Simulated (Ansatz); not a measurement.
# As: the cost of one run

Program: Ansatz 0.2.0. PAW datasets, plane waves. Values at 0 K without nuclear motion; spin polarisation is off, and the phase may be a hypothetical one.

## (1) The structure to begin with

The unstrained cell was relaxed with r2SCAN; in each strained cell the atoms were relaxed again with r2SCAN. Names of k-points are those of the unstrained zone, where strain can split equivalent points. First state: -1.0 % equal strain in all in-plane directions.

In-plane lattice: a = 4.759 Å, b = 3.598 Å, γ = 90.0°; thickness between the outer nuclei 2.37 Å. Around As lie 3 As at 2.46–2.47 Å.

Structure file:

```
As
1.0
     4.75927    0.00000    0.00000
     0.00000    3.59756    0.00000
     0.00000    0.00000   28.27037
As
4
Direct
  0.07391 0.00000 0.37787
  0.42609 0.50000 0.37787
  0.57391 0.50000 0.29421
  0.92609 0.00000 0.29421
```
Two periodic directions, a and b.

From earlier runs on the unstrained cell: PBE 0.92 eV, r2SCAN 1.14 eV, HSE06 1.52 eV; a = 4.807 Å, b = 3.634 Å.

## (2) -1.0 % equal strain in all in-plane directions: PBE

File input.yaml:

```yaml
crystal:
  lattice:
    - [4.7592707955, 0.0, 0.0]
    - [0.0, 3.5975600743, 0.0]
    - [0.0, 0.0, 28.2703730404]
  atoms:
    - { symbol: As, position: [0.0739131943, 0.0, 0.3778726487] }
    - { symbol: As, position: [0.4260868057, 0.5, 0.3778726487] }
    - { symbol: As, position: [0.5739131943, 0.5, 0.2942090381] }
    - { symbol: As, position: [0.9260868057, 0.0, 0.2942090381] }
  periodic: [true, true, false]
kpoints:
  mp_grid: { grid: [6, 8, 1] }
  band_path:
    path:
      - [0.0, 0.0, 0.0]
      - [0.5, 0.0, 0.0]
      - [0.5, 0.5, 0.0]
      - [0.0, 0.5, 0.0]
      - [0.369792, 0.0, 0.0]
    npoints: 1
hamiltonian:
  xc: pbe
scf:
  occupations: { method: fermi_dirac, width: 0.02 }
  n_extra_bands: 5
output:
  forces: true
  stress: true
  eigenvalues: true
  write_density: true
  write_potential: true
  elf: true
  volumetric_format: npy
```

The run is started by

```bash
$ ansatz run input.yaml --threads 4 --pin off --max-ram 5529MiB --backend cpu --events-out ev --progress --plain --runs-dir out
```

**Question.** How long does this run take on 4 threads of AMD EPYC 9R45 (Zen 5), shared host, and how much memory does it need?

About 2.4 s, with a peak of 0.99 GiB.
